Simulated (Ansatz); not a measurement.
**Si2W: a stacking-fault curve**

Aim: for Si2W, slide the crystal rigidly across a (0 0 1) plane.

Program: Ansatz 0.2.0. Level of theory: DFT PBE, scalar-relativistic, plane waves, PAW. These are calculated values, not measurements.

2 further runs of the same task are left out: 2 set aside as unsound or not needed. Runs told in other sessions of the task aren't counted.

## Step 1: Starting point

Symmetry: I4/mmm, No. 139, tetragonal system. The conventional cell has a = 3.229 Å, b = 3.229 Å, c = 7.867 Å, α = 90.00°, β = 90.00°, γ = 90.00°. Si (site symmetry 4mm) is surrounded by 5 Si at 2.60 to 2.64 Å and 5 W at 2.63 Å. W (site symmetry 4/mmm) has 10 Si at 2.63 Å in its first shell of neighbours.

Coordinates:

```cif
data_structure
_symmetry_space_group_name_H-M 'P 1'
_symmetry_Int_Tables_number 1
_cell_length_a 3.2290
_cell_length_b 3.2290
_cell_length_c 15.7337
_cell_angle_alpha 90.000
_cell_angle_beta 90.000
_cell_angle_gamma 90.000
_cell_volume 164.05
loop_
_atom_site_label
_atom_site_type_symbol
_atom_site_fract_x
_atom_site_fract_y
_atom_site_fract_z
_atom_site_occupancy
Si1 Si 0.50000 0.50000 0.41729 1
Si2 Si 0.00000 0.00000 0.16729 1
Si3 Si 0.50000 0.50000 0.91729 1
Si4 Si 0.00000 0.00000 0.66729 1
Si5 Si 0.50000 0.50000 0.58271 1
Si6 Si 0.00000 0.00000 0.33271 1
Si7 Si 0.50000 0.50000 0.08271 1
Si8 Si 0.00000 0.00000 0.83271 1
W1 W 0.50000 0.50000 0.75000 1
W2 W 0.00000 0.00000 0.50000 1
W3 W 0.50000 0.50000 0.25000 1
W4 W 0.00000 0.00000 0.00000 1
```

It is built from the cell relaxed beforehand with the same method (13.67 Å³/atom).

## Step 2: The reference: the undisturbed cell on the scan's mesh

Input file input.yaml:

```yaml
crystal:
  lattice:
    - [-3.2289953163, 0.0, 0.0]
    - [0.0, -3.2289953163, 0.0]
    - [0.0, 0.0, 15.7336556345]
  atoms:
    - { symbol: Si, position: [0.5, 0.5, 0.4172872027] }
    - { symbol: Si, position: [1.0, 1.0, 0.1672872027] }
    - { symbol: Si, position: [0.5, 0.5, 0.9172872027] }
    - { symbol: Si, position: [1.0, 1.0, 0.6672872027] }
    - { symbol: Si, position: [0.5, 0.5, 0.5827127973] }
    - { symbol: Si, position: [1.0, 1.0, 0.3327127973] }
    - { symbol: Si, position: [0.5, 0.5, 0.0827127973] }
    - { symbol: Si, position: [1.0, 1.0, 0.8327127973] }
    - { symbol: W, position: [0.5, 0.5, 0.75] }
    - { symbol: W, position: [1.0, 1.0, 0.5] }
    - { symbol: W, position: [0.5, 0.5, 0.25] }
    - { symbol: W, position: [1.0, 1.0, 0.0] }
basis:
  ecutwfc: 420
kpoints:
  mp_grid: { grid: [14, 14, 3] }
hamiltonian:
  xc: pbe
scf:
  occupations: { method: gaussian, width: 0.15 }
output:
  forces: true
  stress: true
  eigenvalues: true
```

Run with:

```
$ ansatz run input.yaml --threads 2 --pin off --max-ram 5120MiB --backend cpu --events-out ev --progress --plain --runs-dir out
```

The program printed, cut to the lines that bear on the results:

```text
Warning: RAYON_NUM_THREADS=2 ignored (pool sized by the plan → 2); use --threads N
[...]
Pseudopotentials: kind: paw
Pseudopotential: Si, paw, valence charge 4, recommended cutoff 420 eV (normal), Si.paw.azcp
Pseudopotential: W, paw, valence charge 14, recommended cutoff 420 eV (normal), W.paw.azcp
Functional definition: PBE
[...]
Crystal: 12 atoms, lattice volume = 164.046 Å³
Basis set: ecut = 420 eV, 3197 PW (Γ), exchange–correlation on 48×48×216 points (8 copies of the dense FFT grid, shifted against one another)
Bands: 56, of which v1, the nominal top of the filled ones, is band 44 counted from 1 (43 counted from 0)
Symmetry: 64 space group operations
Space group: I4/mmm (ITA 139), of the structure as read, at distance tolerance 5.5e-5 Å
k-points: 72 of 588
[...]
SCF iter   1: F=—  HF=-46629.844787 eV  |F-HF|=—  |Δ(HF+E_count)|=         —  Δρ=3.37e-3  dr2=7.41e-3  ethr=1.77e-3  ⟨swp⟩=6.8  Hψ=17320  notcnv=0
[...]
SCF iter   7: F=-46629.845992 eV  HF=-46629.845992 eV  |F-HF|=1.23e-8  |Δ(HF+E_count)|=   5.82e-8  Δρ=2.09e-6  dr2=1.44e-8  ethr=1.14e-10  ⟨swp⟩=10.7  Hψ=16330  notcnv=0
[...]
SCF converged after 7 iterations
Free energy (F): -46629.845992 eV
[...]
E sigma→0 (E₀):  -46629.839255 eV
Entropy (-TS):   -0.013474 eV (-1.123 meV/atom)
Fermi energy:    16.496667 eV
[...]
--- Forces (eV/Å), atoms counted from 1 ---
  atom   1  Si    -0.00000000    -0.00000000     0.00044768
  atom   2  Si    -0.00000000    -0.00000000     0.00044768
  atom   3  Si    -0.00000000    -0.00000000     0.00044768
  atom   4  Si    -0.00000000    -0.00000000     0.00044768
  atom   5  Si     0.00000000    -0.00000000    -0.00044768
  atom   6  Si     0.00000000    -0.00000000    -0.00044768
  atom   7  Si     0.00000000    -0.00000000    -0.00044768
  atom   8  Si     0.00000000     0.00000000    -0.00044768
[...]
--- Stress (GPa, compression-positive) ---
        0.035654      -0.000000       0.000000
       -0.000000       0.035654       0.000000
        0.000000       0.000000       0.076304
  P = ⅓ Tr σ = 0.0492 GPa (0.492 kbar)
--- Band table (eV; the first three rows and the last of 72) ---
[...]
```

Run time: 19 s. Hardware: 2 threads of Oxide Virtual Turin-like (Zen 5), shared host; peak memory 0.8 GiB.

The cell is repeated 4 times, 12 atoms in all. Reference values: F = -46629.8460 eV; pressure 0.05 GPa; largest force 0.000 eV/Å; gap on the mesh none (metal).

## Step 3: The scan: a stacking-fault curve

The cut lies on the cell's a–b face, a (0 0 1) plane of area 10.43 Å², between layers 1.33 Å apart (Si below, Si above); the cell is 15.7 Å thick. Vector c is tilted by f times 1·a + 0·b (length 3.229 Å) with the atoms' Cartesian places fixed: one unrelaxed fault per cell.

## Step 4: At f = 0.200

Input file input.yaml:

```yaml
crystal:
  lattice:
    - [-3.2289953163, 0.0, 0.0]
    - [0.0, -3.2289953163, 0.0]
    - [-0.6457990633, 0.0, 15.7336556345]
  atoms:
    - { symbol: Si, position: [0.4415425595, 0.5, 0.2922872027] }
    - { symbol: Si, position: [0.9915425595, 1.0, 0.0422872027] }
    - { symbol: Si, position: [0.3415425595, 0.5, 0.7922872027] }
    - { symbol: Si, position: [0.8915425595, 1.0, 0.5422872027] }
    - { symbol: Si, position: [0.4084574405, 0.5, 0.4577127973] }
    - { symbol: Si, position: [0.9584574405, 1.0, 0.2077127973] }
    - { symbol: Si, position: [0.3084574405, 0.5, 0.9577127973] }
    - { symbol: Si, position: [0.8584574405, 1.0, 0.7077127973] }
    - { symbol: W, position: [0.375, 0.5, 0.625] }
    - { symbol: W, position: [0.925, 1.0, 0.375] }
    - { symbol: W, position: [0.475, 0.5, 0.125] }
    - { symbol: W, position: [0.825, 1.0, 0.875] }
basis:
  ecutwfc: 420
kpoints:
  mp_grid: { grid: [14, 14, 3] }
hamiltonian:
  xc: pbe
scf:
  occupations: { method: gaussian, width: 0.15 }
output:
  forces: true
  stress: true
  eigenvalues: true
```

Run with:

```
$ ansatz run input.yaml --threads 2 --pin off --max-ram 5120MiB --backend cpu --events-out ev --progress --plain --runs-dir out
```

The program printed, cut to the lines that bear on the results:

```text
Warning: RAYON_NUM_THREADS=2 ignored (pool sized by the plan → 2); use --threads N
[...]
[... 4 set-up lines as earlier in the session ...]
[...]
Crystal: 12 atoms, lattice volume = 164.046 Å³
Basis set: ecut = 420 eV, 3221 PW (Γ), exchange–correlation on 48×48×216 points (8 copies of the dense FFT grid, shifted against one another)
Bands: 56, of which v1, the nominal top of the filled ones, is band 44 counted from 1 (43 counted from 0)
Symmetry: 4 space group operations
Space group: P21/m (ITA 11), of the structure as read, at distance tolerance 5.5e-5 Å
k-points: 176 of 588
[...]
SCF iter   1: F=—  HF=-46628.813921 eV  |F-HF|=—  |Δ(HF+E_count)|=         —  Δρ=4.12e-3  dr2=6.69e-2  ethr=1.77e-3  ⟨swp⟩=7.2  Hψ=44002  notcnv=0
[...]
SCF converged after 8 iterations
Free energy (F): -46628.810926 eV
[...]
E sigma→0 (E₀):  -46628.803378 eV
Entropy (-TS):   -0.015095 eV (-1.258 meV/atom)
Fermi energy:    16.426504 eV
[...]
--- Forces (eV/Å), atoms counted from 1 ---
  atom   1  Si    -0.01746532    -0.00000000    -0.10055946
  atom   2  Si     1.76489359     0.00000000     1.43430978
  atom   3  Si     0.02867002    -0.00000000    -0.03460310
  atom   4  Si     0.00932306    -0.00000000    -0.02102739
  atom   5  Si    -0.00932306     0.00000000     0.02102739
  atom   6  Si    -0.02867002     0.00000000     0.03460310
  atom   7  Si    -1.76489359    -0.00000000    -1.43430978
  atom   8  Si     0.01746532     0.00000000     0.10055946
[...]
--- Stress (GPa, compression-positive) ---
        0.797160      -0.000000       6.598992
       -0.000000       2.393290       0.000000
        6.598993       0.000000       2.268001
  P = ⅓ Tr σ = 1.8195 GPa (18.195 kbar)
--- Band table (eV; the first three rows and the last of 176) ---
[...]
```

It took 48 s on 2 threads of Oxide Virtual Turin-like (Zen 5), shared host; peak memory 1.3 GiB.

## Step 5: Point f = 0.400

Input file input.yaml:

```yaml
crystal:
  lattice:
    - [-3.2289953163, 0.0, 0.0]
    - [0.0, -3.2289953163, 0.0]
    - [-1.2915981265, 0.0, 15.7336556345]
  atoms:
    - { symbol: Si, position: [0.3830851189, 0.5, 0.2922872027] }
    - { symbol: Si, position: [0.9830851189, 1.0, 0.0422872027] }
    - { symbol: Si, position: [0.1830851189, 0.5, 0.7922872027] }
    - { symbol: Si, position: [0.7830851189, 1.0, 0.5422872027] }
    - { symbol: Si, position: [0.3169148811, 0.5, 0.4577127973] }
    - { symbol: Si, position: [0.9169148811, 1.0, 0.2077127973] }
    - { symbol: Si, position: [0.1169148811, 0.5, 0.9577127973] }
    - { symbol: Si, position: [0.7169148811, 1.0, 0.7077127973] }
    - { symbol: W, position: [0.25, 0.5, 0.625] }
    - { symbol: W, position: [0.85, 1.0, 0.375] }
    - { symbol: W, position: [0.45, 0.5, 0.125] }
    - { symbol: W, position: [0.65, 1.0, 0.875] }
basis:
  ecutwfc: 420
kpoints:
  mp_grid: { grid: [14, 14, 3] }
hamiltonian:
  xc: pbe
scf:
  occupations: { method: gaussian, width: 0.15 }
output:
  forces: true
  stress: true
  eigenvalues: true
```

Run with:

```
$ ansatz run input.yaml --threads 2 --pin off --max-ram 5120MiB --backend cpu --events-out ev --progress --plain --runs-dir out
```

The program printed, cut to the lines that bear on the results:

```text
[...]
SCF converged after 8 iterations
Free energy (F): -46626.754274 eV
[...]
E sigma→0 (E₀):  -46626.735960 eV
Entropy (-TS):   -0.036627 eV (-3.052 meV/atom)
Fermi energy:    16.303776 eV
[...]
--- Forces (eV/Å), atoms counted from 1 ---
  atom   1  Si    -0.00033519     0.00000000    -0.33854453
  atom   2  Si     1.29810973     0.00000000     4.05120428
  atom   3  Si    -0.01459272     0.00000000    -0.01119733
  atom   4  Si     0.00967469     0.00000000    -0.06779721
  atom   5  Si    -0.00967469     0.00000000     0.06779721
  atom   6  Si     0.01459272     0.00000000     0.01119733
  atom   7  Si    -1.29810973     0.00000000    -4.05120428
  atom   8  Si     0.00033519     0.00000000     0.33854453
[...]
--- Stress (GPa, compression-positive) ---
        0.280729      -0.000000       5.791237
       -0.000000       8.156218       0.000000
        5.791237       0.000000       7.435198
  P = ⅓ Tr σ = 5.2907 GPa (52.907 kbar)
--- Band table (eV; the first three rows and the last of 176) ---
[...]
```

Wall time 46 s (2 threads of Oxide Virtual Turin-like (Zen 5), shared host); peak memory 1.3 GiB.

## Step 6: At f = 0.100

Input file input.yaml:

```yaml
crystal:
  lattice:
    - [-3.2289953163, 0.0, 0.0]
    - [0.0, -3.2289953163, 0.0]
    - [-0.3228995316, 0.0, 15.7336556345]
  atoms:
    - { symbol: Si, position: [0.4707712797, 0.5, 0.2922872027] }
    - { symbol: Si, position: [0.9957712797, 1.0, 0.0422872027] }
    - { symbol: Si, position: [0.4207712797, 0.5, 0.7922872027] }
    - { symbol: Si, position: [0.9457712797, 1.0, 0.5422872027] }
    - { symbol: Si, position: [0.4542287203, 0.5, 0.4577127973] }
    - { symbol: Si, position: [0.9792287203, 1.0, 0.2077127973] }
    - { symbol: Si, position: [0.4042287203, 0.5, 0.9577127973] }
    - { symbol: Si, position: [0.9292287203, 1.0, 0.7077127973] }
    - { symbol: W, position: [0.4375, 0.5, 0.625] }
    - { symbol: W, position: [0.9625, 1.0, 0.375] }
    - { symbol: W, position: [0.4875, 0.5, 0.125] }
    - { symbol: W, position: [0.9125, 1.0, 0.875] }
basis:
  ecutwfc: 420
kpoints:
  mp_grid: { grid: [14, 14, 3] }
hamiltonian:
  xc: pbe
scf:
  occupations: { method: gaussian, width: 0.15 }
output:
  forces: true
  stress: true
  eigenvalues: true
```

Run with:

```
$ ansatz run input.yaml --threads 2 --pin off --max-ram 5120MiB --backend cpu --events-out ev --progress --plain --runs-dir out
```

The program printed, cut to the lines that bear on the results:

```text
Warning: RAYON_NUM_THREADS=2 ignored (pool sized by the plan → 2); use --threads N
[...]
[... 4 set-up lines as earlier in the session ...]
[...]
Crystal: 12 atoms, lattice volume = 164.046 Å³
Basis set: ecut = 420 eV, 3235 PW (Γ), exchange–correlation on 48×48×216 points (8 copies of the dense FFT grid, shifted against one another)
Bands: 56, of which v1, the nominal top of the filled ones, is band 44 counted from 1 (43 counted from 0)
[... 2 set-up lines as earlier in the session ...]
k-points: 176 of 588
[...]
SCF iter   1: F=—  HF=-46629.572183 eV  |F-HF|=—  |Δ(HF+E_count)|=         —  Δρ=3.53e-3  dr2=1.40e-2  ethr=1.77e-3  ⟨swp⟩=7.1  Hψ=43656  notcnv=0
[...]
SCF converged after 8 iterations
Free energy (F): -46629.572936 eV
[...]
E sigma→0 (E₀):  -46629.566205 eV
Entropy (-TS):   -0.013462 eV (-1.122 meV/atom)
Fermi energy:    16.479516 eV
[...]
--- Forces (eV/Å), atoms counted from 1 ---
  atom   1  Si    -0.01196222    -0.00000000    -0.02366591
  atom   2  Si     1.01004029     0.00000000     0.38081994
  atom   3  Si     0.02326591    -0.00000000    -0.01109549
  atom   4  Si     0.00628147     0.00000000    -0.00401749
  atom   5  Si    -0.00628147     0.00000000     0.00401749
  atom   6  Si    -0.02326591     0.00000000     0.01109549
  atom   7  Si    -1.01004029    -0.00000000    -0.38081994
  atom   8  Si     0.01196222     0.00000000     0.02366591
[...]
--- Stress (GPa, compression-positive) ---
        0.331454      -0.000000       3.681872
       -0.000000       0.615391       0.000000
        3.681872       0.000000       0.605964
  P = ⅓ Tr σ = 0.5176 GPa (5.176 kbar)
--- Band table (eV; the first three rows and the last of 176) ---
[...]
```

It took 54 s on 2 threads of Oxide Virtual Turin-like (Zen 5), shared host; peak memory 1.3 GiB.

## Step 7: f = 0.300

Input file input.yaml:

```yaml
crystal:
  lattice:
    - [-3.2289953163, 0.0, 0.0]
    - [0.0, -3.2289953163, 0.0]
    - [-0.9686985949, 0.0, 15.7336556345]
  atoms:
    - { symbol: Si, position: [0.4123138392, 0.5, 0.2922872027] }
    - { symbol: Si, position: [0.9873138392, 1.0, 0.0422872027] }
    - { symbol: Si, position: [0.2623138392, 0.5, 0.7922872027] }
    - { symbol: Si, position: [0.8373138392, 1.0, 0.5422872027] }
    - { symbol: Si, position: [0.3626861608, 0.5, 0.4577127973] }
    - { symbol: Si, position: [0.9376861608, 1.0, 0.2077127973] }
    - { symbol: Si, position: [0.2126861608, 0.5, 0.9577127973] }
    - { symbol: Si, position: [0.7876861608, 1.0, 0.7077127973] }
    - { symbol: W, position: [0.3125, 0.5, 0.625] }
    - { symbol: W, position: [0.8875, 1.0, 0.375] }
    - { symbol: W, position: [0.4625, 0.5, 0.125] }
    - { symbol: W, position: [0.7375, 1.0, 0.875] }
basis:
  ecutwfc: 420
kpoints:
  mp_grid: { grid: [14, 14, 3] }
hamiltonian:
  xc: pbe
scf:
  occupations: { method: gaussian, width: 0.15 }
output:
  forces: true
  stress: true
  eigenvalues: true
```

Run with:

```
$ ansatz run input.yaml --threads 2 --pin off --max-ram 5120MiB --backend cpu --events-out ev --progress --plain --runs-dir out
```

The program printed, cut to the lines that bear on the results:

```text
Warning: RAYON_NUM_THREADS=2 ignored (pool sized by the plan → 2); use --threads N
[...]
[... 4 set-up lines as earlier in the session ...]
[...]
Crystal: 12 atoms, lattice volume = 164.046 Å³
Basis set: ecut = 420 eV, 3233 PW (Γ), exchange–correlation on 48×48×216 points (8 copies of the dense FFT grid, shifted against one another)
Bands: 56, of which v1, the nominal top of the filled ones, is band 44 counted from 1 (43 counted from 0)
[... 2 set-up lines as earlier in the session ...]
k-points: 176 of 588
[...]
SCF iter   1: F=—  HF=-46627.758569 eV  |F-HF|=—  |Δ(HF+E_count)|=         —  Δρ=4.98e-3  dr2=7.90e-2  ethr=1.77e-3  ⟨swp⟩=7.2  Hψ=44137  notcnv=0
[...]
SCF converged after 8 iterations
Free energy (F): -46627.751072 eV
[...]
E sigma→0 (E₀):  -46627.739986 eV
Entropy (-TS):   -0.022172 eV (-1.848 meV/atom)
Fermi energy:    16.344787 eV
[...]
--- Forces (eV/Å), atoms counted from 1 ---
  atom   1  Si    -0.01456957     0.00000000    -0.22109367
  atom   2  Si     1.94378486     0.00000000     2.85048685
  atom   3  Si     0.00956366     0.00000000    -0.03276455
  atom   4  Si     0.00963441     0.00000000    -0.04599007
  atom   5  Si    -0.00963441     0.00000000     0.04599007
  atom   6  Si    -0.00956366     0.00000000     0.03276455
  atom   7  Si    -1.94378486     0.00000000    -2.85048685
  atom   8  Si     0.01456957     0.00000000     0.22109367
[...]
--- Stress (GPa, compression-positive) ---
        0.702467      -0.000000       7.726919
       -0.000000       5.188018       0.000000
        7.726919       0.000000       4.942310
  P = ⅓ Tr σ = 3.6109 GPa (36.109 kbar)
--- Band table (eV; the first three rows and the last of 176) ---
[...]
```

Run time: 57 s. Hardware: 2 threads of Oxide Virtual Turin-like (Zen 5), shared host; peak memory 1.3 GiB.

## Step 8: Results of the scan

Collected from the runs (energy zero: the undisturbed cell):

```tsv
f	γ (mJ/m²)	shear traction (GPa)
0.000	0	0.0
0.100	420	25.6
0.200	1591	45.5
0.300	3219	52.5
0.400	4751	38.2
```

Not run, since symmetry makes them alike: 0.600 repeats 0.400, 0.800 repeats 0.200. Energy, pressure and gap are the same there.

## Step 9: What came out

```
                      quantity                    value
  highest fault energy sampled  4751 mJ/m² at f = 0.400
largest shear traction sampled                 52.5 GPa
```

**Reading.** Of the points run, the one at f = 0.400 is highest, 4751 mJ/m². Nothing is relaxed, so these energies are upper bounds; letting the layers move apart would lower them. Spin-orbit coupling is left out for W.
